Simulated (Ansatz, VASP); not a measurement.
One calculation of N, two programs

Contents of INCAR:

```
SYSTEM = N
PREC = Accurate ; ENCUT = 600
EDIFF = 1E-6 ; ISMEAR = -1
SIGMA = 0.15 ; LREAL = .FALSE.
LASPH = .TRUE. ; NELM = 100
ALGO = Normal ; ISIF = 3
LWAVE = .FALSE. ; LCHARG = .FALSE.
GGA = PE ; IVDW = 12
IBRION = 2 ; NSW = 80
EDIFFG = -0.001
```

The input KPOINTS:

```
Automatic mesh
0
G
  18 18 16
  0 0 0
```

The input POSCAR:

```
N
1.0
    2.6141524252      0.0000000000      0.0000000000
   -1.3070762126      2.2639224096      0.0000000000
    0.0000000000      0.0000000000      2.4858947499
N
2
Direct
    0.6666666667      0.3333333333      0.2500000000
    0.3333333333      0.6666666667      0.7500000000
```

Input for Ansatz:

```yaml
crystal:
  lattice:
    - [2.6141524252, 0.0, 0.0]
    - [-1.3070762126, 2.2639224096, 0.0]
    - [0.0, 0.0, 2.4858947499]
  atoms:
    - { symbol: "N", position: [0.6666666667, 0.3333333333, 0.25] }
    - { symbol: "N", position: [0.3333333333, 0.6666666667, 0.75] }
basis:
  ecutwfc: 420
kpoints:
  mp_grid: { grid: [18, 18, 16] }
hamiltonian:
  xc: pbe
  dispersion: d3bj
scf:
  occupations: { method: fermi_dirac, width: 0.15 }
output:
  forces: true
  stress: true
  eigenvalues: true
relax:
  adjacent_minimum: "off"
  f_tol: 0.001
  max_steps: 60
  cell: { stress_tol: 0.01 }
```

Alike in both runs: task relaxation of cell and atoms; functional PBE; dispersion D3(BJ); k mesh 18 × 18 × 16; occupations fermi-dirac, width 0.15 eV; no spin polarisation.

```csv
,VASP,Ansatz
version,VASP 6.6.1,Ansatz 0.2.0
potentials or method,"VASP PAW PBE potentials, release 64 (N)","scalar-relativistic, plane waves, PAW"
plane-wave cutoff (eV),600,420
valence electrons in the cell,10,10
```

|  | VASP | Ansatz | Ansatz less VASP |
| --- | --- | --- | --- |
| gap on the k mesh at the Fermi level, each at its own relaxed structure (eV) | none | none | - |
| relaxed volume (Å³/atom) | 7.35 | 7.36 | +0.010 |
| relaxed cell length with the largest relative difference (Å) | 2.613 | 2.615 | +0.0016 |

A gap of «none» marks a metal or a gap that the smearing closes. Ansatz warned: «dispersion_switch_in_reach».

Caveats: pairwise dispersion overbinds metals, which lowers pressure and volume.
